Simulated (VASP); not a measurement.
Crystal: As.

```
As
1.0
     1.82500   -5.50000    0.00000
     1.82500    5.50000    0.00000
     0.00000    0.00000    4.47000
As
4
Direct
  0.11000 0.89000 0.06000
  0.61000 0.39000 0.44000
  0.89000 0.11000 0.94000
  0.39000 0.61000 0.56000
```

This isn't the form of As at room conditions, which is rhombohedral.

- Program: VASP 6.6.1
- Task: relaxation of cell and atoms
- Functional: PBEsol
- Potentials or basis: VASP PAW PBE potentials, release 64 (As)
- Cutoff: 600 eV
- k mesh: 12 × 12 × 8
- Occupations: methfessel-paxton, width 0.1 eV
- Spin: no spin polarisation

At the start: pressure 0.1 GPa; volume 22.43 Å³/atom.

Problem. How do energy, volume and symmetry change on relaxing?

Solution. Over 19 steps the energy falls by 4.7 meV/atom and the volume is 21.77 Å³/atom (-3.0 %); space group Cmce (No. 64, to 0.05 Å).

Step by step:
| step | energy change (eV) | largest force (eV/Å) | pressure (GPa) | volume (Å³) |
| --- | --- | --- | --- | --- |
| 1 | 0.0000 | 0.1125 | 0.12 | 89.74 |
| 2 | -0.0050 | 0.0278 | -0.23 | 89.95 |
| 3 | -0.0057 | 0.0735 | -0.43 | 90.07 |
| 4 | -0.0093 | 0.0863 | -0.24 | 89.60 |
| 5 | -0.0110 | 0.1304 | 0.02 | 88.97 |
| 6 | -0.0139 | 0.0753 | -0.18 | 88.63 |
| 7 | -0.0157 | 0.0312 | -0.56 | 87.95 |
| 8 | -0.0175 | 0.0205 | -0.29 | 87.24 |
| 9 | -0.0179 | 0.0272 | -0.08 | 86.75 |
| 10 | -0.0179 | 0.0280 | -0.07 | 86.71 |
| 11 | -0.0181 | 0.0237 | -0.03 | 86.74 |
| 12 | -0.0186 | 0.0265 | 0.11 | 86.84 |
| 13 | -0.0186 | 0.0296 | 0.14 | 86.86 |
| 14 | -0.0188 | 0.0125 | -0.05 | 87.13 |
| 15 | -0.0188 | 0.0128 | -0.05 | 87.12 |
| 16 | -0.0188 | 0.0132 | -0.04 | 87.11 |
| 17 | -0.0188 | 0.0056 | -0.01 | 87.09 |
| 18 | -0.0188 | 0.0101 | 0.03 | 87.06 |
| 19 | -0.0189 | 0.0078 | 0.01 | 87.06 |

Final structure:
```
CELL_PARAMETERS angstrom
1.86834 -5.43626 0.00000
1.86834 5.43626 0.00000
0.00000 0.00000 4.28599
ATOMIC_POSITIONS crystal
As 0.11224 0.88776 0.05492
As 0.61224 0.38776 0.44508
As 0.88776 0.11224 0.94508
As 0.38776 0.61224 0.55492
```

Caveat: the PAW data sets were made with another functional, which shifts forces and pressure a little.
